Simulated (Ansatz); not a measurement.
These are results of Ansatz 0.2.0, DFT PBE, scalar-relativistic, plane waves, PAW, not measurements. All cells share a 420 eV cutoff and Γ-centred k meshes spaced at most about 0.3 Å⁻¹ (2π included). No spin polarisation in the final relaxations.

Each of these unrelaxed guesses is relaxed in cell and atoms within its symmetry. A guess keeps its type if space group and coordination stay and the shape of the cell changes little (axis ratios within about 15 %, angles within 6°); the volume may change.

1. PbS

```cif
data_structure
_symmetry_space_group_name_H-M 'P6_3/mmc'
_symmetry_Int_Tables_number 194
_cell_length_a 3.5510
_cell_length_b 3.5510
_cell_length_c 6.6661
_cell_angle_alpha 90.000
_cell_angle_beta 90.000
_cell_angle_gamma 120.000
_cell_volume 72.79
loop_
_atom_site_label
_atom_site_type_symbol
_atom_site_symmetry_multiplicity
_atom_site_Wyckoff_symbol
_atom_site_fract_x
_atom_site_fract_y
_atom_site_fract_z
_atom_site_occupancy
Pb1 Pb 2 c 0.66667 0.33333 0.75000 1
S1 S 2 a 0.00000 0.00000 0.00000 1
```

2. LiCl

```cif
data_structure
_symmetry_space_group_name_H-M 'P2_1/c'
_symmetry_Int_Tables_number 14
_cell_length_a 4.2293
_cell_length_b 3.0052
_cell_length_c 7.3095
_cell_angle_alpha 90.000
_cell_angle_beta 100.005
_cell_angle_gamma 90.000
_cell_volume 91.49
loop_
_atom_site_label
_atom_site_type_symbol
_atom_site_symmetry_multiplicity
_atom_site_Wyckoff_symbol
_atom_site_fract_x
_atom_site_fract_y
_atom_site_fract_z
_atom_site_occupancy
Li1 Li 4 e 0.22594 0.65954 0.88717 1
Cl1 Cl 4 e 0.27406 0.34046 0.61283 1
```

Question: Which keep their type?

Answer: Guess 1 keeps its type.

| guess | kept | start group | end group | V start (Å³/atom) | V end | b/a and c/a, end over start | nearest neighbours start | nearest neighbours end |
| --- | --- | --- | --- | --- | --- | --- | --- | --- |
| 1 | yes | P6_3/mmc | P6_3/mmc | 18.2 | 27.1 | 1.00, 0.95 | Pb 6, S 6 | Pb 6, S 6 |
| 2 | no | P2_1/c | Fm-3m | 11.4 | 17.1 | - | Cl 5, Li 5 | Cl 6, Li 6 |

Neighbours count within 15 % of an atom's shortest distance; end groups are read at 0.02 Å (0.05 Å in metals).

Spin–orbit coupling, which can matter for Pb, is left out. Cells relaxed within their symmetry can be saddle points.
